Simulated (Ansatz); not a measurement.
# 1T-CrO2 monolayer in a perpendicular field, part 2 of 3

Aim: how the 1T-CrO2 monolayer screens a field along its normal, and what the field does to its bands. A positive field points along +c.

Ansatz 0.2.0; plane-wave DFT, PBE-D3(BJ), Ansatz PAW.

So far. Step 2 (Relaxing the slab): The lattice constant a goes from 2.784 to 2.882 Å.

## 3. Atoms held, field 0

A sawtooth potential applies the field, turning back in the middle of the vacuum. With the dipole correction the typed value is the field outside the slab. The induced dipole is small, so the SCF threshold is tight.

The cell differs from the one that the last finished run ended in (c 28.081 → 19.905 Å).

Contents of input.yaml:

```yaml
crystal:
  lattice:
    - [2.8824479885, 0.0, 0.0]
    - [-1.4412239943, 2.4962731832, 0.0]
    - [0.0, 0.0, 19.9050049207]
  atoms:
    - { symbol: O, position: [0.6666666667, 0.3333333333, 0.4521475898], spin: -0.05 }
    - { symbol: Cr, position: [0.0, 0.0, 0.5], spin: 1.73 }
    - { symbol: O, position: [0.3333333333, 0.6666666667, 0.5478524102], spin: -0.05 }
magnetization:
  spin_polarized: true
kpoints:
  mp_grid: { grid: [18, 18, 1] }
  band_path:
    path: [[0, 0, 0], [0.5, 0, 0], [0.33333333, 0.33333333, 0], [0, 0, 0]]
    npoints: 16
hamiltonian:
  xc: pbe
  dispersion: d3bj
scf:
  occupations: { method: fermi_dirac, width: 0.02585 }
  convergence: { dr2_threshold: 1.0e-10 }
efield:
  axis: 3
  dipole_correction: true
  ramp_position: 0.97
  ramp_width: 0.06
  amplitude: 0
output:
  dos: { projected: true, e_range: [-6, 5] }
  bader: true
  write_potential: true
  write_density: true
  volumetric_format: npy
  elf: true
```

The run is started by

```bash
> ansatz run input.yaml --threads 2 --pin off --max-ram 3072MiB --backend cpu --events-out ev --progress --plain --runs-dir out
```

Numbers of over 12 decimals in the logs are rounded to 6 here.

What it wrote:

```text
[...]
Crystal: 3 atoms, lattice volume = 143.224 Å³
Basis set: ecut = 420 eV, 2803 PW (Γ)
Bands: 18, of which v1, the nominal top of the filled ones, is band 13 counted from 1 (12 counted from 0)
Symmetry: 6 space group operations
k-points: 37 of 324 (time reversal used)
[...]
Starting moments: Σ|m| = 1.83 μB on 3 of 3 sites
[...]
SCF iter   1: F=—  HF=-4509.062389 eV  |F-HF|=—  |Δ(HF+E_count)|=         —  Δρ=5.10e-2 (↑4.00e-2 ↓5.10e-2)  dr2=1.14e1  dr2_m=2.21e-1  M=2.000 μB ∫|m|=2.024 μB  β_m=1.00  ethr=3.10e-3  p=0.000 e·Å  D=9.55e-14 V/Å  ΔV_dip=-0.00 eV  dr2_dipole=4.07e-10  V_vac-E_F(+/−)=4.61/4.61 eV  ⟨swp⟩=7.5  Hψ=7769  notcnv=0
[...]
efield: sawtooth ramp at fractional position 0.9700 (set: `efield.ramp_position`, or a place that a band, a saddle search or an elastic batch's reference lends), width 0.0600; the density the first Hamiltonian is built on has a dipole p = 0.000 e·Å; the dipole correction subtracts the counter field D = 9.55e-14 V/Å, which shifts the + side's vacuum level by -0.00 eV against the − side's; the planar-averaged density in the ramp window peaks in size at 4.1e-6 e/Å³
[...]
SCF iter   2: F=—  HF=-4510.945058 eV  |F-HF|=—  |Δ(HF+E_count)|=    1.88e0  Δρ=2.83e-2 (↑2.15e-2 ↓2.83e-2)  dr2=3.98e0  dr2_m=2.20e-2  M=2.000 μB ∫|m|=2.074 μB  β_m=0.48  ethr=3.10e-3  p=0.000 e·Å  D=2.09e-6 V/Å  ΔV_dip=-0.00 eV  dr2_dipole=2.14e-10  V_vac-E_F(+/−)=5.23/5.23 eV  ⟨swp⟩=3.1  Hψ=3546  notcnv=0  defer=32
density mixer auto → msr1: a metal under ldos (density of states about μ 1.42 of a free-electron gas's, 12 screened modes)
SCF iter   3: F=—  HF=-4513.082876 eV  |F-HF|=—  |Δ(HF+E_count)|=    2.14e0  Δρ=9.16e-3 (↑9.16e-3 ↓5.27e-3)  dr2=7.01e-2  dr2_m=4.05e-2  M=2.000 μB ∫|m|=2.209 μB  β_m=0.73  ethr=3.10e-3  p=-0.000 e·Å  D=-9.81e-6 V/Å  ΔV_dip=0.00 eV  dr2_dipole=1.27e-10  V_vac-E_F(+/−)=6.53/6.53 eV  ⟨swp⟩=3.7  Hψ=3499  notcnv=0  defer=32
[...]
SCF iter  11: F=-4513.235190 eV  HF=-4513.235190 eV  |F-HF|=4.09e-11  |Δ(HF+E_count)|=  2.73e-12  Δρ=5.44e-8 (↑5.44e-8 ↓2.89e-8)  dr2=9.35e-12  dr2_m=3.21e-13  M=2.000 μB ∫|m|=2.231 μB  ethr=1.00e-12  p=-0.000 e·Å  D=-1.85e-8 V/Å  ΔV_dip=0.00 eV  dr2_dipole=1.56e-15  V_vac-E_F(+/−)=7.00/7.00 eV  ⟨swp⟩=6.8  Hψ=5387  notcnv=0
SCF 1 converged in 11 iterations: F = -4513.235190 eV  dr2 = 9.35e-12
[...]
NSCF: frozen V_eff on 49 k-points
efield: sawtooth ramp at fractional position 0.9700 (kept from the solve that this one continues, or follows in the run), width 0.0600; the density the first Hamiltonian is built on has a dipole p = -0.000 e·Å; the dipole correction subtracts the counter field D = -1.85e-8 V/Å, which shifts the + side's vacuum level by +0.00 eV against the − side's; the planar-averaged density in the ramp window peaks in size at 3.3e-6 e/Å³
SCF converged after 11 iterations
Magnetization: 2.0000 μB (14.0000 up, 12.0000 down)
Absolute magnetization: 2.2311 μB (∫|ρ↑−ρ↓|, with the PAW one-centre terms)
[...]
Per-site moments (μB) at R_I (Å): [(-0.048479, 0.790964), (1.734538, 0.790964), (-0.048479, 0.790964)]
Free energy (F): -4513.235190 eV
[...]
Internal energy: -4513.230704 eV  (E = F + TS)
E sigma→0 (E₀):  -4513.232947 eV
Entropy (-TS):   -0.004487 eV (-1.496 meV/atom)
Fermi energy:    -3.493832 eV
Dipole field:    D = 0.000000 V/Å  (p = 0.000000 e·Å, saw-weighted, corrected)
Work function:   Φ+ = 6.9977 eV   Φ− = 6.9977 eV
Levels:          The Fermi level and band energies are counted from a zero that moves with the ramp; work functions are not
[...]
--- Band table (eV; the first three rows and the last of 74) ---
  k-point 0 ↑: bands = [... 9 lower, -5.6048, -5.1614, -5.1614, -4.8092, -4.8092, -2.7878, 0.2003, 0.2003, ... 1 higher]
  k-point 1 ↑: bands = [... 9 lower, -5.6086, -5.4546, -5.4310, -4.5809, -4.5510, -2.7875, 0.0939, 0.1760, ... 1 higher]
  k-point 2 ↑: bands = [... 9 lower, -6.1567, -5.8066, -5.3405, -4.3446, -4.2131, -2.7990, -0.1797, 0.1122, ... 1 higher]
  k-point 36 ↓: bands = [... 9 lower, -6.6268, -6.6268, -6.4562, -2.2074, -1.2359, -1.2359, 0.4812, 0.4812, ... 1 higher]
--- Bader charges: 3 sites ---
  site symbol  charge [e]  shift [e]    m [muB]
     0      O     -0.9662     0.0019    -0.0090
     1     Cr      1.9325     0.0038     2.0180
     2      O     -0.9663     0.0019    -0.0090
  estimated error of the sums over rays = 4.5e-4 e
```

The job ended after 66 s (2 threads of Arm Neoverse N1, shared host; peak memory 0.5 GiB; 2.1 min of CPU time).

Numbers from this step:

| Property | Result |
| --- | --- |
| energy at zero smearing | -4513.2329 eV |
| site moments | -0.04848, 1.735, -0.04848 μB |
| work function, upper face | 6.998 eV |
| dipole along the normal | 3.51e-8 e·Å |

Running mean over a fixed 2.5 Å (it still follows the layers) of the planar mean; the ramp of the sawtooth is left out. Table of electron's electrostatic potential energy less the Fermi level by z:

```
z (Å)  electron's electrostatic potential energy less the Fermi level (eV)
 2.80                                                                 7.00
 3.24                                                                 7.00
 3.54                                                                 7.00
 3.98                                                                 7.00
 4.28                                                                 7.00
 4.72                                                                 7.00
 5.16                                                                 7.00
 5.46                                                                 7.00
 5.90                                                                 6.99
 6.34                                                                 6.98
 6.63                                                                 6.95
 7.08                                                                 6.75
 7.37                                                                 6.13
 7.81                                                                 3.97
 8.26                                                                0.771
 8.55                                                                -1.58
 8.99                                                                -5.17
 9.44                                                                -8.45
 9.73                                                                -9.96
10.17                                                                -9.96
10.47                                                                -8.45
10.91                                                                -5.17
11.35                                                                -1.58
11.65                                                                0.771
12.09                                                                 3.97
12.53                                                                 6.13
12.83                                                                 6.75
13.27                                                                 6.95
13.56                                                                 6.98
14.01                                                                 6.99
14.45                                                                 7.00
14.74                                                                 7.00
15.19                                                                 7.00
15.63                                                                 7.00
15.92                                                                 7.00
16.37                                                                 7.00
16.66                                                                 7.00
17.10                                                                 7.00
```

The density of states has structure finer than the step of the table below, so its rows give means over 0.2 eV, whole bins alone (the curve runs from -6 to 1.99 eV). Peaks (eV: height): total -5.92: 4.96, -5.53: 5.63, -5.37: 5.15, -3.85: 5.12, -3.57: 6.42, -1.62: 4.50, -0.51: 4.99; up -5.92: 4.31, -3.85: 4.67, -0.73: 2.70, -0.51: 4.99, -0.32: 2.63, 0.26: 3.54, 0.70: 2.69; down -5.53: 4.09, -5.37: 3.28, -3.57: 4.96, -3.16: 2.99, -1.62: 3.24, 1.36: 4.08, 1.44: 3.58.

The density of states by energy, zero at the Fermi level; means over each step; values in states/eV a cell:

```csv
energy (eV),total,up,down
-5.8,2.37,1.59,0.783
-5.6,3.51,1.45,2.06
-5.4,3.42,1.81,1.61
-5.2,3.41,1.70,1.71
-5.0,3.43,1.13,2.30
-4.8,2.47,0.981,1.49
-4.6,2.32,1.25,1.07
-4.4,2.29,0.694,1.60
-4.2,1.72,0.923,0.792
-4.0,1.48,1.23,0.245
-3.8,3.25,2.31,0.937
-3.6,3.95,1.51,2.44
-3.4,3.03,1.29,1.74
-3.2,3.18,1.23,1.94
-3.0,1.75,0.587,1.16
-2.8,1.20,0.512,0.684
-2.6,1.31,0.603,0.710
-2.4,2.13,0.971,1.15
-2.2,2.21,1.05,1.16
-2.0,1.52,0.688,0.833
-1.8,2.04,0.881,1.16
-1.6,2.49,1.35,1.14
-1.4,0.0469,0.0469,0
-1.2,0.0735,0.0735,0
-1.0,0.478,0.478,0
-0.8,1.35,1.35,0
-0.6,2.95,2.95,0
-0.4,2.37,2.37,0
-0.2,1.77,1.77,0
0.0,1.71,1.71,0
0.2,2.38,2.38,0
0.4,0.600,0.600,0
0.6,0.909,0.909,0
0.8,0.202,0.202,0
1.0,0.0331,0,0.0331
1.2,0.802,0,0.802
1.4,3.13,0,3.13
1.6,1.73,0,1.73
1.8,0.599,0,0.599
```

Projected DOS per atom over height of the atomic layer and energy from the Fermi level. Layers: O Cr O from below.

Values in states/eV, 22 rows by 3 columns, each cell a mean:
```
0.07 1.15 0.07
0.16 2.18 0.16
0.01 0.31 0.01
0.09 0.24 0.09
0.26 0.82 0.26
0.28 1.09 0.28
0.28 1.95 0.28
0.18 1.47 0.18
0.02 0.25 0.02
0.41 0.03 0.41
0.99 0.08 0.99
0.95 0.14 0.95
0.67 0.19 0.67
0.60 0.24 0.60
1.19 0.57 1.19
1.44 0.82 1.44
0.69 0.54 0.69
0.86 0.48 0.86
0.93 0.54 0.93
1.19 1.00 1.19
1.23 1.16 1.23
0.86 0.91 0.86
```
Columns: height of the atomic layer (Å) from 9 to 10.9; rows upwards: energy from the Fermi level (eV) from -5.96 to 1.96.

Projected DOS per atom, spin up over height of the atomic layer and energy from the Fermi level. Layers: O Cr O from below.

Ten even steps from '_' (0.00 states/eV) to '@' (1.95 states/eV), each cell a mean:
```
______
______
______
__..__
..==..
..++..
..@@..
__##__
__..__
..__..
::__::
::__::
..__..
..__..
::..::
--::--
::::::
..__..
::..::
::::::
::--::
::--::
```
Columns: height of the atomic layer (Å) from 9 to 10.9; rows upwards: energy from the Fermi level (eV) from -5.96 to 1.96.

Projected DOS per atom, spin down over height of the atomic layer and energy from the Fermi level. Layers: O Cr O from below.

Ten even steps from '_' (0.00 states/eV) to '@' (2.18 states/eV), each cell a mean:
```
__++__
__@@__
__..__
______
______
______
______
______
______
______
::__::
::__::
..__..
..__..
--..--
--..--
______
::..::
::..::
--::--
--::--
..__..
```
Columns: height of the atomic layer (Å) from 9 to 10.9; rows upwards: energy from the Fermi level (eV) from -5.96 to 1.96.

Deep bands are left out, so band numbers here count from the lowest band kept and differ from the log's. The electronic bands at the labelled points (eV, zero at the Fermi level; # counts the bands kept):

| point | up #6 | up #7 | up #8 | up #9 | down #5 | down #6 | down #7 | down #8 |
| --- | --- | --- | --- | --- | --- | --- | --- | --- |
| Γ | -1.67 | -1.32 | -1.32 | 0.71 | -1.73 | -1.73 | 1.07 | 1.07 |
| halfway | -1.58 | -0.51 | -0.24 | 0.46 | -2.65 | -1.61 | 1.42 | 1.90 |
| M | -2.30 | -0.75 | -0.58 | -0.07 | -3.01 | -2.35 | 1.24 | 1.96 |
| halfway | -2.53 | -0.83 | -0.29 | 0.17 | -3.19 | -2.48 | 1.35 | 2.05 |
| K | -2.99 | -1.04 | 0.15 | 0.15 | -3.13 | -2.96 | 1.29 | 2.26 |
| halfway | -1.57 | -0.57 | 0.09 | 0.26 | -3.18 | -1.61 | 1.72 | 1.90 |
| Γ | -1.67 | -1.32 | -1.32 | 0.71 | -1.73 | -1.73 | 1.07 | 1.07 |

Spin density in the ca plane at fractional y = 0.000, with atoms of Cr within 0.2 Å of it.

Ten even steps from '0' (0.0 e/Å³) to '9' (2.7 e/Å³), each cell a mean:
```
00000000000000000000002762000000000000000000
00000000000000000000000110000000000000000000
00000000000000000000000000000000000000000000
00000000000000000000000000000000000000000000
00000000000000000000000000000000000000000000
00000000000000000000000000000000000000000000
00000000000000000000001431000000000000000000
00000000000000000000004993000000000000000000
```
Columns run along c (16.0 Å, from fractional 0.07 to 0.88 of the cell), rows up along a (2.9 Å). Atoms in or near the plane, at fractional coordinates: Cr at (0.50, 0.00).

Electrostatic potential energy in the ca plane at fractional y = 0.000, with atoms of Cr within 0.2 Å of it. With pseudopotentials it is smooth inside the atoms' cores, unlike the true potential.

Ten even steps from '0' (-40 eV) to '9' (4 eV), each cell a mean:
```
99999999999999999999850000589999999999999999
99999999999999999999873114799999999999999999
99999999999999999999987667899999999999999999
99999999999999999999988888899999999999999999
99999999999999999999987778899999999999999999
99999999999999999999975336899999999999999999
99999999999999999999861002689999999999999999
99999999999999999999840000589999999999999999
```
Columns run along c (16.0 Å, from fractional 0.07 to 0.88 of the cell; values clipped at the 3rd and 97th percentile), rows up along a (2.9 Å). Atoms in or near the plane, at fractional coordinates: Cr at (0.50, 0.00).

ELF in the ca plane at fractional y = 0.000, with atoms of Cr within 0.2 Å of it. It is the smooth field of the valence electrons, not physical close to the nuclei.

Ten even steps from '0' (0.00) to '9' (0.92), each cell a mean:
```
00000000000000000000016996100000000000000000
00000000000000000001212542121000000000000000
00000000000000000024552113553100000000000000
00000000000000000135774125775200000000000000
00000000000000000025663114664200000000000000
00000000000000000012331222332100000000000000
00000000000000000000114874110000000000000000
00000000000000000000027997200000000000000000
```
Columns run along c (16.0 Å, from fractional 0.07 to 0.88 of the cell), rows up along a (2.9 Å). Atoms in or near the plane, at fractional coordinates: Cr at (0.50, 0.00).

The work function of the upper face is 7.00 eV.

## 4. Atoms held, field 0.1 V/Å

Edit input.yaml of step 3 so:

```diff
@@ -27,6 +27,4 @@
   ramp_width: 0.06
-  amplitude: 0
+  amplitude: 0.1
 output:
-  dos: { projected: true, e_range: [-6, 5] }
-  bader: true
   write_potential: true
@@ -34,2 +32 @@
   volumetric_format: npy
-  elf: true
```

What it wrote:

```text
[...]
Crystal: 3 atoms, lattice volume = 143.224 Å³
Basis set: ecut = 420 eV, 2803 PW (Γ)
Bands: 18, of which v1, the nominal top of the filled ones, is band 13 counted from 1 (12 counted from 0)
Symmetry: 6 space group operations
k-points: 37 of 324 (time reversal used)
[...]
Starting moments: Σ|m| = 1.83 μB on 3 of 3 sites
[...]
k-point 1 ↑: bands = [... 9 lower, -5.6088, -5.4549, -5.4312, -4.5811, -4.5512, -2.7877, 0.0936, 0.1758, ... 1 higher]
  k-point 2 ↑: bands = [... 9 lower, -6.1570, -5.8068, -5.3407, -4.3449, -4.2133, -2.7992, -0.1799, 0.1120, ... 1 higher]
  k-point 36 ↓: bands = [... 9 lower, -6.6346, -6.6194, -6.4564, -2.2076, -1.2371, -1.2352, 0.4796, 0.4822, ... 1 higher]
[key lines of the parts left out:]
SCF converged after 11 iterations
Magnetization: 2.0000 μB (14.0000 up, 12.0000 down)
Free energy (F): -4513.235797 eV
Fermi energy:    -3.494049 eV
Dipole field:    D = 0.015336 V/Å  (p = 0.012139 e·Å, saw-weighted, corrected)
```

Wall time 48 s (2 threads); peak memory 0.49 GiB; 90 s of CPU time.

The dipole is 0.0121 e·Å.

## 5. Atoms held, field -0.1 V/Å

Edit input.yaml of step 4 so:

```diff
@@ -27,3 +27,3 @@
   ramp_width: 0.06
-  amplitude: 0.1
+  amplitude: -0.1
 output:
```

What it wrote:

```text
[...]
Crystal: 3 atoms, lattice volume = 143.224 Å³
Basis set: ecut = 420 eV, 2803 PW (Γ)
Bands: 18, of which v1, the nominal top of the filled ones, is band 13 counted from 1 (12 counted from 0)
Symmetry: 6 space group operations
k-points: 37 of 324 (time reversal used)
[...]
Starting moments: Σ|m| = 1.83 μB on 3 of 3 sites
[...]
k-point 1 ↑: bands = [... 9 lower, -5.6088, -5.4549, -5.4312, -4.5811, -4.5512, -2.7877, 0.0936, 0.1758, ... 1 higher]
  k-point 2 ↑: bands = [... 9 lower, -6.1570, -5.8068, -5.3407, -4.3449, -4.2133, -2.7992, -0.1799, 0.1120, ... 1 higher]
  k-point 36 ↓: bands = [... 9 lower, -6.6346, -6.6194, -6.4564, -2.2076, -1.2371, -1.2352, 0.4796, 0.4822, ... 1 higher]
[key lines of the parts left out:]
SCF converged after 11 iterations
Magnetization: 2.0000 μB (14.0000 up, 12.0000 down)
Free energy (F): -4513.235797 eV
Fermi energy:    -3.494049 eV
Dipole field:    D = -0.015336 V/Å  (p = -0.012139 e·Å, saw-weighted, corrected)
```

Wall time 47 s (2 threads); peak memory 0.49 GiB.

The dipole is -0.0121 e·Å.

## 6. Single point, field 0.5 V/Å

Edit input.yaml of step 5 so:

```diff
@@ -27,3 +27,3 @@
   ramp_width: 0.06
-  amplitude: -0.1
+  amplitude: 0.5
 output:
```

What it wrote:

```text
[...]
Crystal: 3 atoms, lattice volume = 143.224 Å³
Basis set: ecut = 420 eV, 2803 PW (Γ)
Bands: 18, of which v1, the nominal top of the filled ones, is band 13 counted from 1 (12 counted from 0)
Symmetry: 6 space group operations
k-points: 37 of 324 (time reversal used)
[...]
Starting moments: Σ|m| = 1.83 μB on 3 of 3 sites
[...]
k-point 1 ↑: bands = [... 9 lower, -5.6144, -5.4604, -5.4366, -4.5862, -4.5563, -2.7927, 0.0881, 0.1707, ... 1 higher]
  k-point 2 ↑: bands = [... 9 lower, -6.1622, -5.8120, -5.3465, -4.3500, -4.2184, -2.8041, -0.1860, 0.1069, ... 1 higher]
  k-point 36 ↓: bands = [... 9 lower, -6.6706, -6.5944, -6.4609, -2.2123, -1.2458, -1.2362, 0.4693, 0.4823, ... 1 higher]
[key lines of the parts left out:]
SCF converged after 11 iterations
Magnetization: 2.0000 μB (14.0000 up, 12.0000 down)
Free energy (F): -4513.250369 eV
Fermi energy:    -3.499200 eV
Dipole field:    D = 0.076734 V/Å  (p = 0.060736 e·Å, saw-weighted, corrected)
```

The job ended after 50 s (2 threads; peak memory 0.49 GiB).

The dipole is 0.0607 e·Å.

## 7. Atoms held, field -0.3 V/Å

Edit input.yaml of step 6 so:

```diff
@@ -27,4 +27,6 @@
   ramp_width: 0.06
-  amplitude: 0.5
+  amplitude: -0.3
 output:
+  dos: { projected: true, e_range: [-6, 5] }
+  bader: true
   write_potential: true
@@ -32 +34,2 @@
   volumetric_format: npy
+  elf: true
```

What it wrote:

```text
[...]
Crystal: 3 atoms, lattice volume = 143.224 Å³
Basis set: ecut = 420 eV, 2803 PW (Γ)
Bands: 18, of which v1, the nominal top of the filled ones, is band 13 counted from 1 (12 counted from 0)
Symmetry: 6 space group operations
k-points: 37 of 324 (time reversal used)
[...]
Starting moments: Σ|m| = 1.83 μB on 3 of 3 sites
[...]
k-point 36 ↓: bands = [... 9 lower, -6.6517, -6.6060, -6.4579, -2.2092, -1.2406, -1.2349, 0.4753, 0.4831, ... 1 higher]
--- Bader charges: 3 sites ---
  site symbol  charge [e]  shift [e]    m [muB]
     0      O     -0.9565     0.0019    -0.0124
     1     Cr      1.9325     0.0038     2.0181
     2      O     -0.9761     0.0019    -0.0057
  estimated error of the sums over rays = 4.3e-4 e
[key lines of the parts left out:]
SCF converged after 12 iterations
Magnetization: 2.0000 μB (14.0000 up, 12.0000 down)
Free energy (F): -4513.240654 eV
Fermi energy:    -3.495754 eV
Dipole field:    D = -0.046022 V/Å  (p = -0.036427 e·Å, saw-weighted, corrected)
```

It took 68 s on 2 threads; peak memory 0.49 GiB; 2.2 min of CPU time.

The dipole is -0.0364 e·Å.

(Part 2 of 3 ends here.)

[Logs are printed without paths, hosts, clocks, repeated set-up lines and the standing remarks that a program may print on its own settings, such as how far it seeks lower states.]

[Hosts, paths, dates, database ids (printed as entryN), source tags and the programs' standing remarks are cut or masked in the printed files.]

[Maps of the electrostatic potential energy from Ansatz leave out the sawtooth potential of an applied field or a dipole correction, so their vacuum need not be flat; planar profiles and work functions include it.]
